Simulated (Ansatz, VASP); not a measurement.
# Cross-check of PbF2 (Fluorocronite) between VASP and Ansatz

One calculation is typed for both programs; each brings its own data sets and cutoff. How far apart do they land? The cell is taken from a series of VASP runs on this material, whose earlier steps may have relaxed, scaled or displaced it; both programs get it as it stands.

Main program and level: Ansatz 0.2.0; plane waves, with VASP 6.6.1 beside it; relaxation of cell and atoms at PBEsol with D3(BJ).

### Step 1. Starting point

It takes space group Fm-3m (No. 225, cubic). The conventional cell has a = 5.859 Å, b = 5.859 Å, c = 5.859 Å, α = 90.00°, β = 90.00°, γ = 90.00°. Nearest to Pb lie 8 F at 2.54 Å. Nearest to F lie 4 Pb at 2.54 Å. Farther neighbours and most contacts between anions are not listed.

Coordinates:

```cif
data_structure
_symmetry_space_group_name_H-M 'Fm-3m'
_symmetry_Int_Tables_number 225
_cell_length_a 5.8590
_cell_length_b 5.8590
_cell_length_c 5.8590
_cell_angle_alpha 90.000
_cell_angle_beta 90.000
_cell_angle_gamma 90.000
_cell_volume 201.13
loop_
_atom_site_label
_atom_site_type_symbol
_atom_site_symmetry_multiplicity
_atom_site_Wyckoff_symbol
_atom_site_fract_x
_atom_site_fract_y
_atom_site_fract_z
_atom_site_occupancy
Pb1 Pb 4 a 0.00000 0.00000 0.00000 1
F1 F 8 c 0.25000 0.25000 0.75000 1
```

### Step 2. Ansatz: relaxation of cell and atoms, PBEsol with D3(BJ)

Ansatz runs on its default PAW (the set named soft_2) files.

The relaxed volume is the usual yardstick between codes: its relative difference is about their pressure difference at one cell divided by the bulk modulus.

input.yaml

```yaml
crystal:
  lattice:
    - [0.0, 2.9295234827, 2.9295234827]
    - [2.9295234827, 0.0, 2.9295234827]
    - [2.9295234827, 2.9295234827, 0.0]
  atoms:
    - { symbol: Pb, position: [0.0, 0.0, 0.0] }
    - { symbol: F, position: [0.75, 0.75, 0.75] }
    - { symbol: F, position: [0.25, 0.25, 0.25] }
hamiltonian:
  xc: pbesol
  pseudopotentials: { kind: paw }
  dispersion: d3bj
kpoints:
  mp_grid: { grid: [6, 6, 6] }
scf:
  occupations: { method: gaussian, width: 0.03 }
relax:
  f_tol: 0.01
  max_steps: 60
  cell: { stress_tol: 0.05 }
output:
  forces: true
  stress: true
```

Launch:

```
$ ansatz run input.yaml --threads 4 --pin off --max-ram 9216MiB --backend cpu --events-out ev --progress --plain --runs-dir out
```

Numbers of over 12 decimals in the logs are rounded to 6 here.

The log of the run:

```text
Engine: ansatz 0.2.0, aarch64-unknown-linux-gnu
Pseudopotentials: kind: paw
Pseudopotential: Pb, paw, valence charge 14, recommended cutoff 420 eV (normal), Pb.paw.azcp
Pseudopotential: F, paw, valence charge 7, recommended cutoff 420 eV (normal), F.paw.azcp
Functional definition: PBEsol
  exchange = pbesol_x
  correlation = pbesol_c
Crystal: 3 atoms, lattice volume = 50.283 Å³
Basis set: ecut = 420 eV, 941 PW (Γ), exchange–correlation on 60×60×60 points (8 copies of the dense FFT grid, shifted against one another)
Bands: 18, of which v1, the nominal top of the filled ones, is band 14 counted from 1 (13 counted from 0)
Symmetry: 48 space group operations
Space group: Fm-3m (ITA 225), of the structure as read, at distance tolerance 3.7e-5 Å
k-points: 16 of 216
Non-local potential: Pb, projectors of the file, l = 0: 2, l = 1: 2, l = 2: 2, l = 3: 2
Non-local potential: F, projectors of the file, l = 0: 2, l = 1: 2, l = 2: 1
PAW form: soft (Blöchl's): semilocal exchange-correlation on the pseudo side does not see the compensation charge
PAW frozen core: Pb, regenerated for the run's functional, and the local potential with it (the file was generated under x = pbe(κ = 0.804, μ = 0.219515), c = pbe(β = 0.066725))
PAW frozen core: F, regenerated for the run's functional, and the local potential with it (the file was generated under x = pbe(κ = 0.804, μ = 0.219515), c = pbe(β = 0.066725))
PAW one-centre angular grid: Pb, 590 points (default); XC on 64 Gauss nodes
PAW one-centre angular grid: F, 110 points (default); XC on 64 Gauss nodes
Initial density: superposition of atomic densities (neutral atoms: chi_scale 0, normalization atom), corrected by the library's trained network
Initial wavefunctions: pseudopotential atomic-orbital guess
Functional: x = pbesol(κ = 0.804, μ = 0.123457), c = pbesol(β = 0.046)
SCF iter   1: F=—  HF=-13357.689884 eV  |F-HF|=—  |Δ(HF+E_count)|=         —  Δρ=1.47e-2  dr2=7.35e-2  ethr=1.77e-3  ⟨swp⟩=6.0  Hψ=1455  notcnv=0
preconditioner: auto → none  [insulator: Δε(μ)=4.182 eV  Ē_g=17.136 eV  σ=0.030 eV  W_gap=1.00  n_scr=14 (ndim 8)  ℏωp=27.7 eV  f_vac=0.131  D(μ)=0.00/eV (n_scr^D=0)  ε∞_Penn≈3.6]
SCF iter   2: F=—  HF=-13357.677919 eV  |F-HF|=—  |Δ(HF+E_count)|=   1.20e-2  Δρ=9.57e-3  dr2=2.88e-2  ethr=2.62e-4  ⟨swp⟩=2.4  Hψ=715  notcnv=0
SCF iter   3: F=—  HF=-13357.669728 eV  |F-HF|=—  |Δ(HF+E_count)|=   8.19e-3  Δρ=5.75e-4  dr2=1.09e-4  ethr=1.03e-4  ⟨swp⟩=2.2  Hψ=515  notcnv=0
SCF iter   4: F=—  HF=-13357.669762 eV  |F-HF|=—  |Δ(HF+E_count)|=   3.33e-5  Δρ=1.68e-4  dr2=5.81e-6  ethr=3.90e-7  ⟨swp⟩=2.0  Hψ=506  notcnv=0
SCF iter   5: F=—  HF=-13357.669755 eV  |F-HF|=—  |Δ(HF+E_count)|=   6.36e-6  Δρ=5.10e-5  dr2=1.39e-6  ethr=2.07e-8  ⟨swp⟩=2.0  Hψ=480  notcnv=0
SCF iter   6: F=-13357.669755 eV  HF=-13357.669755 eV  |F-HF|=1.94e-8  |Δ(HF+E_count)|=   6.34e-7  Δρ=9.97e-6  dr2=4.20e-8  ethr=3.57e-10  ⟨swp⟩=3.1  Hψ=1171  notcnv=0
SCF 1 converged in 6 iterations: F = -13357.669755 eV  dr2 = 4.20e-8
  greatest PAW one-centre occupation: 0.984 electrons in one spin orbital (limit 2), on the Pb atom at site 0 (counted from 0), in its partial waves of l = 2
relax step   1: F+E_penalty+E_count = -13357.66975480 eV  Δ(F+E_penalty+E_count) = +0.000e0 eV  max|allowed force component| = 1.079e-17 eV/Å  Δτ_max = 0.0000 Å  P = +0.164 GPa  Ω = 50.283 Å³  (6 SCF iters, dr2 threshold 1.00e-7 eV, accepted)
[...]
relax step   2: F+E_penalty+E_count = -13357.66921568 eV  Δ(F+E_penalty+E_count) = +5.391e-4 eV  max|allowed force component| = 4.626e-17 eV/Å  Δτ_max = 0.0000 Å  P = -0.134 GPa  Ω = 50.455 Å³  energy of the carried Pulay correction = -5.549e-4 eV  (5 SCF iters, dr2 threshold 6.76e-8 eV, accepted)
[...]
relax step   3: F+E_penalty+E_count = -13357.66949758 eV  Δ(F+E_penalty+E_count) = -2.819e-4 eV  max|allowed force component| = 2.853e-17 eV/Å  Δτ_max = 0.0000 Å  P = -0.001 GPa  Ω = 50.377 Å³  energy of the carried Pulay correction = -3.055e-4 eV  (4 SCF iters, dr2 threshold 4.49e-8 eV, accepted)
[...]
relax step   4: F+E_penalty+E_count = -13357.66973055 eV  Δ(F+E_penalty+E_count) = -2.330e-4 eV  max|allowed force component| = 1.234e-17 eV/Å  Δτ_max = 0.0000 Å  P = +0.012 GPa  Ω = 50.377 Å³  stress off target by 1.21e-2 GPa  SCF on the basis re-selected at this cell (its energy is not comparable with the rows above)  (5 SCF iters)
basis re-selected at this cell: Δ(F+E_penalty+E_count) = -2.330e-4 eV, ΔP = +0.013 GPa vs the last step (what re-selecting the basis moved, of the pressure what is left beyond the Pulay correction that the steps carried, after the strain that the cell walked since its last selection, with what the two solves' SCF thresholds leave and, on support functions, any second-order correction that the steps lacked; it is no m [...]
SCF converged after 5 iterations
Free energy (F): -13357.669731 eV
Harris-Foulkes:  -13357.669731 eV  (|F-HF|=1.82e-12)
Internal energy: -13357.669731 eV  (E = F + TS)
E sigma→0 (E₀):  -13357.669731 eV
Fermi energy:    7.531517 eV
--- Per-component energies (eV) ---
  E_band       = -115.733554
  E_kinetic    = 698.101994
  E_local      = -2216.132529  (includes V_loc(G=0)·N_el)
  E_nonlocal   = 499.895766
  E_hartree    = 848.926751
  E_xc         = -377.510315
  E_vxc        = -336.758581  (∫ρ·V_xc dr)
  E_paw        = -10638.085125  (= ΣΔE_a)
  E_vpaw       = -458.697854  (= ΣTr[D̂ρ^β])
  E_aug_tail   = 0.004061  (compensation charges beyond the density's cutoff)
  E_ewald      = -2172.580500
  E_disp       = -0.436835  (pairwise vdW)
  E_core_change = 0.147002  (= ΣΔE_core)
  E_smearing   = -0.000000  (= −TS)
  E_closure    = 0.000000  (closes the sum)
  Σ components = -13357.669731   (vs F -13357.669731, Δ=0.00e0)
--- Forces (eV/Å), atoms counted from 1 ---
  atom   1  Pb     0.00000000    -0.00000000    -0.00000000
  atom   2  F      0.00000000     0.00000000    -0.00000000
  atom   3  F      0.00000000    -0.00000000     0.00000000
  max |Σ_I F_I| component: 3.24e-17 eV/Å
--- Stress (GPa, compression-positive) ---
        0.012089      -0.000000      -0.000000
       -0.000000       0.012089      -0.000000
       -0.000000      -0.000000       0.012089
  P = ⅓ Tr σ = 0.0121 GPa (0.121 kbar)
--- Relaxed structure (3 steps of the walk, 3 accepted, 1 SCFs on fresh bases) ---
  F+E_penalty+E_count = -13357.66973055 eV   max|allowed force component| = 1.234e-17 eV/Å   (the final SCF, on the basis selected at the relaxed cell)
  cell:  # Å, volume = 50.3775 Å³
    - [0, 2.931358, 2.931358]
    - [2.931358, 0, 2.931358]
    - [2.931358, 2.931358, 0]
  atoms:
    - { symbol: Pb, position: [0, 0, 0] }
    - { symbol: F, position: [0.750000, 0.750000, 0.750000] }
    - { symbol: F, position: [0.25, 0.25, 0.25] }
```

It took 2.2 s on 4 threads of Arm Neoverse N1, shared host; peak memory 0.32 GiB.

### Step 3. VASP: relaxation of cell and atoms, PBEsol with D3(BJ)

The same cell, functional, mesh and smearing now go to VASP, with its own data sets and cutoff.

Lines of VASP's logs that name or quote its potential files are left out, and so is its time.

INCAR

```
SYSTEM = PbF2
PREC = Accurate
ENCUT = 520
EDIFF = 1E-06
NELM = 100
ISMEAR = 0
SIGMA = 0.03
LREAL = .FALSE.
ALGO = Normal
GGA = PS
IVDW = 12
NBANDS = 20
LORBIT = 11
LWAVE = .FALSE.
LCHARG = .FALSE.
KPAR = 4
IBRION = 2
NSW = 50
ISIF = 3
EDIFFG = -0.006
```

POSCAR

```
PbF2
1.0
    0.0000000000      2.9295234827      2.9295234827
    2.9295234827      0.0000000000      2.9295234827
    2.9295234827      2.9295234827      0.0000000000
Pb F
1 2
Direct
    0.0000000000      0.0000000000      0.0000000000
    0.7500000000      0.7500000000      0.7500000000
    0.2500000000      0.2500000000      0.2500000000
```

KPOINTS

```
Automatic mesh
0
Gamma
6 6 6
0 0 0
```

PAW data sets: Pb_d and F (PBE family, release 64).

Launch:

```
$ mpirun -np 4 vasp_std
```

The log of the run:

```text
[banner, memory and clock lines left out]
running    4 mpi-ranks, on    1 nodes
 distrk:  each k-point on    1 cores,    4 groups
 distr:  one band on    1 cores,    1 groups

 POSCAR found type information on POSCAR PbF
 POSCAR found :  2 types and       3 ions
|                                                                             |
|               ----> ADVICE to this user running VASP <----                  |
|                                                                             |
|     You enforced a specific xc type in the INCAR file but a different       |
|     [... a line on the potential file left out ...]
|     I HOPE YOU KNOW WHAT YOU ARE DOING!                                     |
|                                                                             |

 LDA part: xc-table for (Slater+PW92), standard interpolation
 POSCAR, INCAR and KPOINTS ok, starting setup
 FFT: planning ... GRIDC
 FFT: planning ... GRID_SOFT
 FFT: planning ... GRID
 WAVECAR not read
 entering main loop
       N       E                     dE             d eps       ncg     rms          rms(c)
DAV:   1     0.297173300036E+03    0.29717E+03   -0.14765E+04   652   0.164E+03
DAV:   2     0.104571953241E+02   -0.28672E+03   -0.27242E+03   704   0.433E+02
DAV:   3    -0.157036421724E+02   -0.26161E+02   -0.25834E+02   740   0.142E+02
DAV:   4    -0.164776560970E+02   -0.77401E+00   -0.77347E+00   732   0.253E+01
DAV:   5    -0.165033127476E+02   -0.25657E-01   -0.25656E-01   816   0.467E+00    0.710E+00
DAV:   6    -0.149525093237E+02    0.15508E+01   -0.74428E+00   868   0.226E+01    0.256E+00
DAV:   7    -0.149391065779E+02    0.13403E-01   -0.36003E-01   656   0.391E+00    0.147E+00
DAV:   8    -0.149318873687E+02    0.72192E-02   -0.86950E-02   684   0.338E+00    0.486E-01
DAV:   9    -0.149293438640E+02    0.25435E-02   -0.16340E-02   828   0.985E-01    0.946E-02
DAV:  10    -0.149305787266E+02   -0.12349E-02   -0.15628E-03   640   0.340E-01    0.271E-02
DAV:  11    -0.149305912440E+02   -0.12517E-04   -0.87510E-05   744   0.887E-02    0.106E-02
DAV:  12    -0.149306089763E+02   -0.17732E-04   -0.42374E-05   652   0.570E-02    0.922E-03
DAV:  13    -0.149306072587E+02    0.17175E-05   -0.10989E-05   832   0.351E-02    0.110E-03
DAV:  14    -0.149306073555E+02   -0.96825E-07   -0.57645E-07   508   0.585E-03
   1 F= -.15368160E+02 E0= -.15368160E+02  d E =-.153682E+02
 curvature:   0.00 expect dE= 0.000E+00 dE for cont linesearch  0.000E+00
 trial: gam= 0.00000 g(F)=  0.253E-48 g(S)=  0.120E-04 ort = 0.000E+00 (trialstep = 0.100E+01)
 search vector abs. value=  0.120E-04
 reached required accuracy - stopping structural energy minimisation
```

Parts of OUTCAR (step 3):

```text
ion  position               nearest neighbor table
   1  0.000  0.000  0.000-   2 2.54   2 2.54   2 2.54   3 2.54   3 2.54   3 2.54   3 2.54   2 2.54

  LATTYP: Found a face centered cubic cell.
 ALAT       =     5.8590469654

 Subroutine GETGRP returns: Found 48 space group operations
 (whereof 48 operations were pure point group operations)

The static configuration has the point symmetry O_h .

 Found     16 irreducible k-points:

   k-points           NKPTS =     16   k-points in BZ     NKDIM =     16   number of bands    NBANDS=     20

   dimension x,y,z NGX =    32 NGY =   32 NGZ =   32
   dimension x,y,z NGXF=    64 NGYF=   64 NGZF=   64

   ENCUT  =  520.0 eV  38.22 Ry    6.18 a.u.   7.70  7.70  7.70*2*pi/ulx,y,z

   NELECT =      28.0000    total number of electrons

 k-points in reciprocal lattice and weights: Automatic mesh
   0.00000000  0.00000000  0.00000000       0.005
   0.16666667  0.00000000  0.00000000       0.037
   0.33333333  0.00000000  0.00000000       0.037
   0.50000000  0.00000000  0.00000000       0.019
   0.16666667  0.16666667  0.00000000       0.028
   0.33333333  0.16666667  0.00000000       0.111
   0.50000000  0.16666667  0.00000000       0.111
  -0.33333333  0.16666667  0.00000000       0.111
  -0.16666667  0.16666667  0.00000000       0.056
[...]
-0.33333333  0.33333333  0.16666667       0.111
  -0.33333333  0.50000000  0.16666667       0.056

 average (electrostatic) potential at core
       1 -92.4578       2 -75.0258       3 -75.0258

 E-fermi :   2.3269

 k-point     1 :       0.0000    0.0000    0.0000
  band No.  band energies     occupation
    ...
     10      -0.5349      2.00000
     11      -0.5349      2.00000
     12      -0.0267      2.00000
     13      -0.0267      2.00000
     14      -0.0267      2.00000
     15       8.8738      0.00000
     16       8.8738      0.00000
     17       8.8738      0.00000
     18      12.7605      0.00000
     19      17.2161      0.00000
    ...

 k-point     2 :       0.1667    0.0000    0.0000
  band No.  band energies     occupation
    ...
     10      -0.5978      2.00000
     11      -0.5978      2.00000
     12      -0.0685      2.00000
     13      -0.0685      2.00000
     14       0.6979      2.00000
     15       8.0461      0.00000
     16       9.1136      0.00000
     17       9.1136      0.00000
     18      14.2192      0.00000
     19      16.5960      0.00000
    ...

 k-point     3 :       0.3333    0.0000    0.0000
  band No.  band energies     occupation
    ...
     10      -0.7204      2.00000
     11      -0.7204      2.00000
     12      -0.1512      2.00000
     13      -0.1512      2.00000
     14       1.6998      2.00000
     15       7.2856      0.00000
     16       9.6072      0.00000
     17       9.6072      0.00000
     18      15.3581      0.00000
     19      15.9992      0.00000
    ...

 Edisp (eV)   -0.43755

  Total      -0.01578    -0.01578    -0.01578     0.00000    -0.00000     0.00000
  in kB      -0.50290    -0.50290    -0.50290     0.00000    -0.00000     0.00000
  external pressure =       -0.50 kB  Pullay stress =        0.00 kB

  energy-cutoff  :      520.00
  volume of cell :       50.28
      direct lattice vectors                 reciprocal lattice vectors
     0.000000000  2.929523483  2.929523483    -0.170676222  0.170676222  0.170676222
     2.929523483  0.000000000  2.929523483     0.170676222 -0.170676222  0.170676222
     2.929523483  2.929523483  0.000000000     0.170676222  0.170676222 -0.170676222

 POSITION                                       TOTAL-FORCE (eV/Angst)
 -----------------------------------------------------------------------------------
      0.00000      0.00000      0.00000         0.000000      0.000000     -0.000000
      4.39429      4.39429      4.39429         0.000000      0.000000      0.000000
      1.46476      1.46476      1.46476        -0.000000     -0.000000     -0.000000
 -----------------------------------------------------------------------------------
    total drift:                                0.000000     -0.000000      0.000000

  FREE ENERGIE OF THE ION-ELECTRON SYSTEM (eV)
  ---------------------------------------------------
  free  energy   TOTEN  =       -15.3681600998 eV

  energy  without entropy=      -15.3681600998  energy(sigma->0) =      -15.36816010

 reached required accuracy - stopping structural energy minimisation

 total charge
# of ion       s       p       d       tot
------------------------------------------
    1        1.544   0.306   9.868  11.718
    2        1.741   4.315   0.000   6.055
    3        1.741   4.315   0.000   6.055
--------------------------------------------------
tot          5.026   8.935   9.868  23.829

[... 3 further parts left out ...]
```

CONTCAR:

```
PbF2
   1.00000000000000
     0.0000000000000000    2.9295234827000001    2.9295234827000001
     2.9295234827000001    0.0000000000000000    2.9295234827000001
     2.9295234827000001    2.9295234827000001    0.0000000000000000
  Pb              F
     1     2
Direct
     0.0000000000000000    0.0000000000000000    0.0000000000000000
     0.7500000000000000    0.7500000000000000    0.7500000000000000
     0.2500000000000000    0.2500000000000000    0.2500000000000000
```

### Step 4. Differences

Known differences besides the potentials themselves: both relaxations stop at a tolerance, which leaves soft axes loose, and VASP keeps its plane-wave basis; the cutoff is 420 eV in Ansatz and 520 eV in VASP; Ansatz makes its cores anew for this functional, VASP keeps those of its PBE data sets; VASP leaves aspherical gradient terms in its spheres out (LASPH is not set), Ansatz keeps them; Ansatz adds a Pulay correction to the stress that steers its cell, VASP none. Total energies have different zeros and are not compared.

Both answers:

```csv
quantity,Ansatz,VASP,difference
volume (Å³),50.38,50.28,+0.19 %
"edge a after relaxation, in the typed setting (Å)",4.146,4.143,+0.06 %
```

The walks stopped with 0.01 GPa left in Ansatz and -0.05 GPa in VASP; each walk ends within a tolerance, so the volume difference is uncertain by about these residues over the bulk modulus, most in soft cells.

### Step 5. Summary of results

```
difference in volume (relaxation of cell and atoms, PBEsol with D3(BJ)) : 0.19 %
```

The difference in volume is 0.19 % (relaxation of cell and atoms, PBEsol with D3(BJ)), within the 1.2 % picked in this series as the mark of a large difference, as far as the stopping tolerances let one tell. How closely two codes agree says nothing of how well the functional describes the real material.

[Lines on the potential files, build, host, timing and source positions are cut from VASP's logs without a mark.]

[Logs are printed without paths, hosts, clocks, repeated set-up lines and the standing remarks that a program may print on its own settings, such as how far it seeks lower states.]

[Hosts, paths, dates, database ids (printed as entryN), source tags and the programs' standing remarks are cut or masked in the printed files.]
